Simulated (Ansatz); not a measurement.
**What a strained GaSe layer does to its nuclei**

Cell: a structure deposited in the COD, its atoms then relaxed with PBE in this cell.

```yaml
crystal:
  lattice:
    - [3.75000, 0.00000, 0.00000]
    - [-1.87500, 3.24760, 0.00000]
    - [0.00000, 0.00000, 15.92000]
  atoms:
    - { symbol: Ga, position: [0.33333, 0.66667, 0.92767] }
    - { symbol: Ga, position: [0.66667, 0.33333, 0.42767] }
    - { symbol: Ga, position: [0.33333, 0.66667, 0.57233] }
    - { symbol: Ga, position: [0.66667, 0.33333, 0.07233] }
    - { symbol: Se, position: [0.33333, 0.66667, 0.15638] }
    - { symbol: Se, position: [0.66667, 0.33333, 0.65638] }
    - { symbol: Se, position: [0.33333, 0.66667, 0.34362] }
    - { symbol: Se, position: [0.66667, 0.33333, 0.84362] }
```

Sites (sets of like atoms) are named by element and the number of their first atom in this list.

Method: Kohn–Sham DFT in Ansatz, PBE, plane waves and PAW, scalar-relativistic, 420 eV cutoff, Γ-centred 14×14×3 k-points, Fermi–Dirac smearing 0.05 eV.

The cell is stretched along z (the third Cartesian axis of the run's cell), x and y held, and the ions relax again each time.

```
strain along z (%)  Ga: V along z (10²¹ V/m²)  Se: V along z (10²¹ V/m²)
                -3                          ?                          ?
                -2                      -0.22                      18.01
                -1                      -0.09                      17.24
                 0                       0.05                      16.64
                +1                       0.18                      15.75
                +2                       0.29                      14.53
                +3                       0.41                      13.11
```

Task: Estimate the row at -3 % from the others.

Result: Ga: -0.36; Se: 18.53. Worked for Ga: a straight line through the other 6 rows has a slope of 0.127 × 10²¹ V/m² per per cent of strain and gives -0.34 at -3 %, against -0.36 from the run, so the response is nearly linear here. For 69Ga that is 0.52 MHz of C_Q per per cent. Worked for Se: a straight line through the other 6 rows has a slope of -0.959 × 10²¹ V/m² per per cent of strain and gives 19.24 at -3 %, against 18.53 from the run; over all rows the step per per cent runs from -0.51 at the compressed end to -1.42 at the stretched end, so the response isn't a straight line.

The run finds no gap above 0.1 eV (a metal, or nearly one), so the gradients can move by 10 % or more with the k-mesh.
